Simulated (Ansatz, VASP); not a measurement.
# Two plane-wave programs on MgI2

```
CELL_PARAMETERS angstrom
4.47444 0.00000 0.00000
-2.23722 3.87498 0.00000
0.00000 0.00000 5.91349
ATOMIC_POSITIONS crystal
Mg 0.00000 0.00000 0.00000
I 0.33333 0.66667 0.75763
I 0.66667 0.33333 0.24237
```

Alike in both runs: task single point; functional LDA; k mesh 9 × 9 × 4; occupations gaussian, width 0.05 eV; no spin polarisation.

```csv
,VASP,Ansatz
version,VASP 6.6.1,Ansatz 0.2.0
potentials or method,"VASP PAW LDA potentials, release 64 (Mg, I)","scalar-relativistic, plane waves, PAW"
plane-wave cutoff (eV),520,420
valence electrons in the cell,16,44
```

|  | VASP | Ansatz | Ansatz less VASP |
| --- | --- | --- | --- |
| gap on the k mesh at the Fermi level (eV) | 2.03 | 2.03 | -0.002 |
| least direct gap on the mesh (eV) | 2.03 | 2.03 | -0.002 |
| pressure (GPa) | -1.6 | -1.5 | +0.10 |
| largest component of the traceless stress (GPa) | 3.20 | 3.18 | -0.019 |
| rms of the force components (eV/Å) | 0.107 | 0.111 | +0.0037 |

Atom by atom the forces differ by 0.004 eV/Å (rms over components). The two sets of potentials don't hold the same shells in valence.

Caveats: spin-orbit coupling is left out, which moves the levels of the heavy elements; an odd mesh through Γ misses points on the zone boundary, where band edges often lie. LDA gaps usually lie below the measured ones, often by a third to a half.
